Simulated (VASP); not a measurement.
# CdSe (F-43m) in VASP: a series of runs

One crystal, CdSe, is run at these levels: LDA; tasks: single point, relaxation of cell and atoms.

All numbers are computed with VASP 6.6.1; they aren't measurements. Logs are shortened: lines on timing, memory, paths and dates and some standing lists are left out, and cuts for length are marked.

### Step 1. Starting point

The structure is cubic, space group F-43m (No. 216). Conventional cell: a = 6.008 Å, b = 6.008 Å, c = 6.008 Å, α = 90.00°, β = 90.00°, γ = 90.00°. Cd (site symmetry -43m) is surrounded by 4 Se at 2.60 Å. Se (site symmetry -43m) is surrounded by 4 Cd at 2.60 Å.

Measurements of this composition are mostly on another form, of space group No. 186.

### Step 2. Single point, LDA

Contents of INCAR:

```
PREC = Accurate
ENCUT = 520
EDIFF = 1E-6
ISMEAR = 0
SIGMA = 0.01
LREAL = F
LASPH = T
NELM = 100
ALGO = Normal
ISIF = 2
LWAVE = F
LCHARG = F
NBANDS = 16
```

Contents of KPOINTS:

```
regular mesh
0
Gamma
  10 10 10
```

Contents of POSCAR:

```
CdSe
1.0
    0.0000000000      3.0039002192      3.0039002192
    3.0039002192      0.0000000000      3.0039002192
    3.0039002192      3.0039002192      0.0000000000
Cd Se
1 1
Direct
    0.0000000000      0.0000000000      0.0000000000
    0.7500000000      0.7500000000      0.7500000000
```

Potentials or basis: VASP PAW LDA potentials, release 64 (Cd, Se).

Run with:

```
> cat potpaw_LDA.64/Cd/POTCAR potpaw_LDA.64/Se/POTCAR > POTCAR
> mpirun -np 1 vasp_std > vasp.out
```

OUTCAR:

```text
PREC = Accurate
   ENCUT = 520
   EDIFF = 1E-6
   ISMEAR = 0
   LREAL = F
   LASPH = T
   NELM = 100
   ISIF = 2

 ion  position               nearest neighbor table
   1  0.000  0.000  0.000-   2 2.60   2 2.60   2 2.60   2 2.60
   2  0.750  0.750  0.750-   1 2.60   1 2.60   1 2.60   1 2.60

  LATTYP: Found a face centered cubic cell.
 ALAT       =     6.0078004384

  Lattice vectors:

 A1 = (   0.0000000000,   3.0039002192,   3.0039002192)
 A2 = (   3.0039002192,   0.0000000000,   3.0039002192)
 A3 = (   3.0039002192,   3.0039002192,   0.0000000000)

Analysis of symmetry for initial positions (statically):
=====================================================================
 Subroutine PRICEL returns:
 Original cell was already a primitive cell.

 Routine SETGRP: Setting up the symmetry group for a
 face centered cubic supercell.

 Subroutine GETGRP returns: Found 24 space group operations
 (whereof 24 operations were pure point group operations)
 out of a pool of 48 trial point group operations.

The static configuration has the point symmetry T_d .

Analysis of symmetry for dynamics (positions and initial velocities):
=====================================================================
 Subroutine PRICEL returns:
 Original cell was already a primitive cell.

 Routine SETGRP: Setting up the symmetry group for a
 face centered cubic supercell.

 Subroutine GETGRP returns: Found 24 space group operations
 (whereof 24 operations were pure point group operations)
 out of a pool of 48 trial point group operations.

The dynamic configuration has the point symmetry T_d .

 Subroutine INISYM returns: Found 24 space group operations
 (whereof 24 operations are pure point group operations),
 and found     1 'primitive' translations

----------------------------------------------------------------------------------------

                                     Primitive cell

  volume of cell :      54.2109

  direct lattice vectors                    reciprocal lattice vectors
     0.000000000  3.003900219  3.003900219    -0.166450269  0.166450269  0.166450269
     3.003900219  0.000000000  3.003900219     0.166450269 -0.166450269  0.166450269
     3.003900219  3.003900219  0.000000000     0.166450269  0.166450269 -0.166450269

  length of vectors
     4.248156430  4.248156430  4.248156430     0.288300323  0.288300323  0.288300323

  position of ions in fractional coordinates (direct lattice)
[... 78 lines left out ...]
   NELM   =    100;   NELMIN=  2; NELMDL= -5     # of ELM steps
   EDIFF  = 0.1E-05   stopping-criterion for ELM
   LREAL  =      F    real-space projection
   EDIFFG = 0.1E-04   stopping-criterion for IOM
   NSW    =      0    number of steps for IOM
   IBRION =     -1    ionic relax: 0-MD 1-quasi-New 2-CG
   NFREE  =      0    steps in history (QN), initial steepest desc. (CG)
   ISIF   =      2    stress and relaxation
   ISYM   =      2    0-nonsym 1-usesym 2-fastsym
   POTIM  = 0.5000    time-step for ionic-motion
   TEBEG  =    0.0;   TEEND  =   0.0 temperature during run
   PSTRESS=    0.0 pullay stress
   NELECT =      18.0000    total number of electrons
   NUPDOWN=      -1.0000    fix difference up-down
   EMIN   =  10.00;   EMAX   =-10.00  energy-range for DOS
   EFERMI =   0.00;   METHOD = LEGACY
   ISMEAR =     0;   SIGMA  =   0.01  broadening in eV -4-tet -1-fermi 0-gaus
   EFERMI_NEDOS =   21; number of points for ismear=-14 and -15
   IALGO  =     38    algorithm
   IMIX   =      4    mixing-type and parameters
     AMIX     =   0.40;   BMIX     =  1.00
     AMIX_MAG =   1.60;   BMIX_MAG =  1.00
  volume/ion in A,a.u.               =      27.11       182.92
  Fermi-wavevector in a.u.,A,eV,Ry     =   1.133627  2.142244 17.484984  1.285110
  Thomas-Fermi vector in A             =   2.270330
   LORBIT       =      0    0 simple, 1 ext, 2 COOP (PROOUT), +10 PAW based schemes
   GGA     = CA    functional components
   LHFCALC =     F    Hartree Fock is set to
   AEXX    =    0.0000 exact exchange contribution
   IVDW    =     0    specifies the selected vdW correction
   LEPSILON=     F    determine dielectric tensor
   LRPA    =     F    only Hartree local field effects (RPA)
 non-spin polarized calculation
 Gauss-broadening in eV      SIGMA  =   0.01
  energy-cutoff  :      520.00
  volume of cell :       54.21
 maximum number of plane-waves:      1476
   NGX = 15   NGY = 15   NGZ = 15

 number of electron      17.9999994 magnetization

 Free energy of the ion-electron system (eV)
  ---------------------------------------------------
  ext. energy  EPLUGINS =         0.00000000
  ---------------------------------------------------
  free energy    TOTEN  =        -6.76231103 eV

  energy without entropy =       -6.76231103  energy(sigma->0) =       -6.76231103

 E-fermi :   1.1781     XC(G=0):  -9.4550

 val. band max:        1.1215287092   @ k =   0.0000   0.0000   0.0000
 cond. band min:       1.5602819081   @ k =   0.0000   0.0000   0.0000
 fundamental gap:      0.4387531990
 Fermi energy:         1.1781164011

 k-point     1 :       0.0000    0.0000    0.0000
  band No.  band energies     occupation
      1     -11.7414      2.00000
      2      -6.9666      2.00000
      3      -6.9666      2.00000
      4      -6.9666      2.00000
      5      -6.5455      2.00000
      6      -6.5455      2.00000
[... 433 lines left out ...]
      3      -6.7480      2.00000
      4      -6.7046      2.00000
      5      -6.4953      2.00000
      6      -6.3787      2.00000
[... 8 lines left out ...]
     15      13.4162      0.00000
     16      14.8838      0.00000

 [... further k-points ...]

------------------------ aborting loop because EDIFF is reached ----------------------------------------

  FORCE on cell =-STRESS in cart. coord.  units (eV):
  Direction    XX          YY          ZZ          XY          YZ          ZX
  --------------------------------------------------------------------------------------
  -------------------------------------------------------------------------------------
  Total        0.1644378      0.1644378      0.1644378     -0.0000000     -0.0000000      0.0000000
  in kB        4.8598814      4.8598814      4.8598814     -0.0000000     -0.0000000      0.0000000
  external PRESSURE =       4.8598814 kB  Pullay stress =       0.0000000 kB

 VOLUME and BASIS-vectors are now :
 -----------------------------------------------------------------------------
  energy-cutoff  :      520.00
  volume of cell :       54.21
      direct lattice vectors                 reciprocal lattice vectors
     0.000000000  3.003900219  3.003900219    -0.166450269  0.166450269  0.166450269
     3.003900219  0.000000000  3.003900219     0.166450269 -0.166450269  0.166450269
     3.003900219  3.003900219  0.000000000     0.166450269  0.166450269 -0.166450269

 POSITION                                       TOTAL-FORCE (eV/Angst)
 -----------------------------------------------------------------------------------
      0.00000      0.00000      0.00000        -0.000000     -0.000000      0.000000
      4.50585      4.50585      4.50585         0.000000      0.000000     -0.000000
 -----------------------------------------------------------------------------------
    total drift:                               -0.000000     -0.000000      0.000000

  FREE ENERGIE OF THE ION-ELECTRON SYSTEM (eV)
  ---------------------------------------------------
  free  energy   TOTEN  =        -6.7623110255 eV

  energy  without entropy=       -6.7623110255  energy(sigma->0) =       -6.76231103
```

OSZICAR:

```text
N       E                     dE             d eps       ncg     rms          rms(c)
DAV:   1     0.110173762872E+03    0.11017E+03   -0.88100E+03  1512   0.102E+03
DAV:   2    -0.293740898210E+01   -0.11311E+03   -0.10633E+03  1832   0.254E+02
DAV:   3    -0.711413176328E+01   -0.41767E+01   -0.41693E+01  1816   0.504E+01
DAV:   4    -0.713277628868E+01   -0.18645E-01   -0.18644E-01  1912   0.334E+00
DAV:   5    -0.713289753794E+01   -0.12125E-03   -0.12125E-03  1848   0.228E-01    0.675E+00
DAV:   6    -0.679315218939E+01    0.33975E+00   -0.50940E-01  2256   0.931E+00    0.523E+00
DAV:   7    -0.676555004849E+01    0.27602E-01   -0.12343E-01  1880   0.247E+00    0.218E+00
DAV:   8    -0.676261270361E+01    0.29373E-02   -0.13212E-02  1720   0.145E+00    0.217E-01
DAV:   9    -0.676232070808E+01    0.29200E-03   -0.13718E-03  1872   0.518E-01    0.419E-02
DAV:  10    -0.676230684710E+01    0.13861E-04   -0.11523E-04  1824   0.148E-01    0.329E-02
DAV:  11    -0.676231141775E+01   -0.45707E-05   -0.16759E-05  1856   0.355E-02    0.117E-02
DAV:  12    -0.676231102553E+01    0.39221E-06   -0.12192E-06  1224   0.163E-02
   1 F= -.67623110E+01 E0= -.67623110E+01  d E =-.209731E-18
```

stdout:

```text
POSCAR found type information on POSCAR CdSe
 POSCAR found :  2 types and       2 ions
 scaLAPACK will be used
 LDA part: xc-table for (Slater(with rela. corr.)+CA(PZ))
 , standard interpolation
 POSCAR, INCAR and KPOINTS ok, starting setup
 FFT: planning ... GRIDC
 FFT: planning ... GRID_SOFT
 FFT: planning ... GRID
 WAVECAR not read
 entering main loop
```

Run time: 21 s. Hardware: 1 thread of Intel Xeon Platinum 8259CL at 2.50GHz (Skylake/Cascade Lake), shared host; peak memory 0.18 GiB.

Results:

```
Free energy            : -6.7623 eV
Pressure               : 0.5 GPa
Band gap on the k mesh : 0.44 eV, direct
```

Levels at points of the mesh, in eV from the valence-band top:
| k point | band 5 | band 6 | band 7 | band 8 | band 9 | band 10 | band 11 | band 12 | band 13 | band 14 |
| --- | --- | --- | --- | --- | --- | --- | --- | --- | --- | --- |
| (0.00, 0.00, 0.00) | -7.67 | -7.67 | 0.00 | 0.00 | 0.00 | 0.44 | 5.80 | 5.80 | 5.80 | 9.65 |
| (0.50, 0.00, 0.00) | -7.64 | -7.35 | -4.70 | -0.82 | -0.82 | 2.24 | 6.32 | 6.32 | 7.30 | 9.90 |
| (0.50, 0.50, 0.00) | -7.60 | -7.28 | -4.33 | -2.02 | -2.02 | 2.87 | 3.64 | 9.06 | 10.25 | 10.25 |

### Step 3. Relaxation of cell and atoms, LDA

This run uses another cell than the first one, of 28.94 Å³/atom, 1.068 times its volume.

Contents of INCAR:

```
  PREC = Accurate
  ENCUT = 600
  EDIFF = 1E-6
  ISMEAR = 0
  SIGMA = 0.01
  LREAL = F
  LASPH = T
  NELM = 100
  ALGO = Normal
  ISIF = 3
  LWAVE = F
  LCHARG = F
  GGA = CA
  IBRION = 2
  NSW = 100
  EDIFFG = -0.002
```

KPOINTS is that of step 2.

Contents of POSCAR:

```
CdSe
1.0
    0.0000000000      3.0702711986      3.0702711986
    3.0702711986      0.0000000000      3.0702711986
    3.0702711986      3.0702711986      0.0000000000
Cd Se
1 1
Direct
    0.0000000000      0.0000000000      0.0000000000
    0.7500000000      0.7500000000      0.7500000000
```

Potentials or basis: VASP PAW LDA potentials, release 64 (Cd, Se).

Run with:

```
> cat potpaw_LDA.64/Cd/POTCAR potpaw_LDA.64/Se/POTCAR > POTCAR
> mpirun -np 1 vasp_std > vasp.out
```

Wall time 1.7 min (1 thread of Intel Xeon Platinum 8259CL at 2.50GHz (Skylake/Cascade Lake), shared host); peak memory 0.22 GiB.

The run converged. Its results:

```yaml
Free_energy: -6.7637 eV
Relaxed_volume: 27.31 Å³/atom
Relaxed_cell: a = 4.259 Å, b = 4.259 Å, c = 4.259 Å, α = 60.00°, β = 60.00°, γ = 60.00°
Space_group_after_relaxing_to_0.05_Å: F-43m (No. 216)
Energy_gained_by_relaxing: 15.8 meV/atom
Ionic_steps: 7
Pressure_after_relaxing: 0.0 GPa
Band_gap_on_the_k_mesh: 0.42 eV, direct
```

Step by step:
```csv
step,energy change (eV),largest force (eV/Å),pressure (GPa),volume (Å³)
1,0.0000,0.0000,-2.93,57.88
2,-0.0278,0.0000,1.18,53.57
3,-0.0316,0.0000,-0.01,54.61
4,-0.0316,0.0000,0.09,54.55
5,-0.0316,0.0000,-0.06,54.66
6,-0.0316,0.0000,0.01,54.61
7,-0.0316,0.0000,0.00,54.62
```

Final structure:
```
Cd Se
1.0
     0.00000    3.01144    3.01144
     3.01144    0.00000    3.01144
     3.01144    3.01144    0.00000
Cd Se
1 1
Cartesian
  0.0000 0.0000 0.0000
  4.5172 4.5172 4.5172
```

Levels at points of the mesh, in eV from the valence-band top:
| k point | band 7 | band 8 | band 9 | band 10 | band 11 | band 12 |
| --- | --- | --- | --- | --- | --- | --- |
| (0.00, 0.00, 0.00) | 0.00 | 0.00 | 0.00 | 0.42 | 5.80 | 5.80 |
| (0.50, 0.00, 0.00) | -4.66 | -0.81 | -0.81 | 2.23 | 6.32 | 6.32 |
| (0.50, 0.50, 0.00) | -4.30 | -1.99 | -1.99 | 2.88 | 3.64 | 9.02 |

### Step 4. Single point, LDA

This run uses another cell than the first one, of 28.94 Å³/atom, 1.068 times its volume.

Contents of INCAR:

```
  PREC = Accurate
  ENCUT = 520
  EDIFF = 1E-7
  ISMEAR = 0
  SIGMA = 0.1
  LREAL = False
  LASPH = True
  NELM = 100
  ALGO = Normal
  ISIF = 2
  LWAVE = False
  LCHARG = False
  GGA = CA
  NBANDS = 16
```

Contents of KPOINTS:

```
Automatic mesh
0
Gamma
  6 6 6
```

POSCAR is that of step 3.

Run with:

```
> cat potpaw_LDA.64/Cd/POTCAR potpaw_LDA.64/Se/POTCAR > POTCAR
> mpirun -np 1 vasp_std > vasp.out
```

It took 8.7 s on 1 thread of Intel Xeon Platinum 8259CL at 2.50GHz (Skylake/Cascade Lake), shared host; peak memory 0.16 GiB.

The run converged. Its results:

```yaml
Free_energy: -6.7267 eV
Pressure: -2.9 GPa
Band_gap_on_the_k_mesh: 0.30 eV, direct
```

Levels at points of the mesh, in eV from the valence-band top:
```
           k point  band 5  band 6  band 7  band 8  band 9  band 10  band 11  band 12  band 13  band 14
(0.00, 0.00, 0.00)   -7.51   -7.51    0.00    0.00    0.00     0.30     5.79     5.79     5.79     9.37
(0.50, 0.00, 0.00)   -7.49   -7.24   -4.32   -0.72   -0.72     2.16     6.30     6.30     7.11     9.70
(0.50, 0.50, 0.00)   -7.46   -7.18   -4.04   -1.79   -1.79     2.98     3.58     8.74     9.85     9.85
```

### Step 5. Summary

```csv
task,cell,k mesh,cutoff (eV),smearing,gap on the mesh (eV),pressure (GPa)
single point,"F-43m, 27.11 Å³/atom",10 × 10 × 10,520,gaussian 0.01 eV,0.44,0.5
relaxation of cell and atoms,relaxed,10 × 10 × 10,600,gaussian 0.01 eV,0.42,0.0
single point,"F-43m, 28.94 Å³/atom",6 × 6 × 6,520,gaussian 0.1 eV,0.30,-2.9
```

Alike in all rows: level LDA; potentials or basis VASP PAW LDA potentials, release 64 (Cd, Se); no spin polarisation.

Total energies depend on the potentials used, so only differences within one code and one set of settings carry meaning.
